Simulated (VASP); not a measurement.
Set up this calculation in VASP 6.6.1, as the native input.

```
Task                   : single point
Functional             : PBE
Potentials or basis    : VASP PAW PBE potentials, release 64 (B, N)
Cutoff                 : 520 eV
k mesh                 : 12 × 12 × 12
Occupations            : gaussian, width 0.02 eV
Spin                   : no spin polarisation
Dipole correction      : no
Further INCAR settings : ALGO = Normal; EDIFF = 1e-06; NBANDS = 11
```

The structure of BN lies in POSCAR:

```
BN
1.0
    0.0000000000      4.2180649929      2.1754443456
    1.2561266156      0.0000000000      2.1754443456
    1.2561266156      4.2180649929      0.0000000000
B N
1 1
Direct
    0.0000254993      0.0000254993      0.9999745007
    0.6666744907      0.6666744907      0.3333255093
```

Measurements of this composition are mostly on another form, of space group No. 194.

The cell isn't the ideal one: relaxed again under DFT PBE, scalar-relativistic, plane waves, PAW.

The input as run:

INCAR

```
PREC = Accurate ; ENCUT = 520
EDIFF = 1E-6 ; ISMEAR = 0
SIGMA = 0.02 ; LREAL = F
LASPH = T ; NELM = 100
ALGO = Normal ; ISIF = 2
LWAVE = F ; LCHARG = F
GGA = PE ; NBANDS = 11
```

KPOINTS

```
Automatic mesh
0
Gamma
  12 12 12
```

Potentials or basis: VASP PAW PBE potentials, release 64 (B, N).

Command:

```console
$ cat potpaw_PBE.64/B/POTCAR potpaw_PBE.64/N/POTCAR > POTCAR
$ mpirun -np 1 vasp_std > vasp.out
```

It gave:

| Item | Value |
| --- | --- |
| Pressure | 0.1 GPa |
| Band gap on the k mesh | 4.34 eV, indirect (least direct gap 4.60 eV) |

Run time: 29 s on 1 thread of Intel(R) Xeon(R) 6975P-C (Granite Rapids), with other jobs on the host, peak memory 0.2 GiB.
